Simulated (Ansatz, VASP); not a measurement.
# Two plane-wave programs on AlN

```
Al N
1.0
     0.06166    1.99978    1.99978
     1.99978    0.06166    1.99978
     1.99978    1.99978    0.06166
Al N
1 1
Direct
  0.00000 0.00000 0.00000
  0.50000 0.50000 0.50000
```

Change from the starting cell: epitaxial_111 strain -4.0%.

Alike in both runs: task single point; functional PBE; k mesh 10 × 10 × 10; occupations fermi-dirac, width 0.02 eV; no spin polarisation.

```csv
,VASP,Ansatz
version,VASP 6.6.1,Ansatz 0.2.0
potentials or method,"VASP PAW PBE potentials, release 64 (Al, N)","plane waves, PAW"
plane-wave cutoff (eV),520,420
valence electrons in the cell,8,8
```

|  | VASP | Ansatz | Ansatz less VASP |
| --- | --- | --- | --- |
| gap on the k mesh at the Fermi level (eV) | 4.49 | 4.49 | +0.003 |
| pressure (GPa) | 30.6 | 30.9 | +0.34 |
| largest component of the traceless stress (GPa) | 11.44 | 11.44 | -0.006 |

Caveats: so large a pressure means that the cell lies far from this level's equilibrium, or that cutoff or potentials fall short (VASP). A k mesh can miss the band edges.
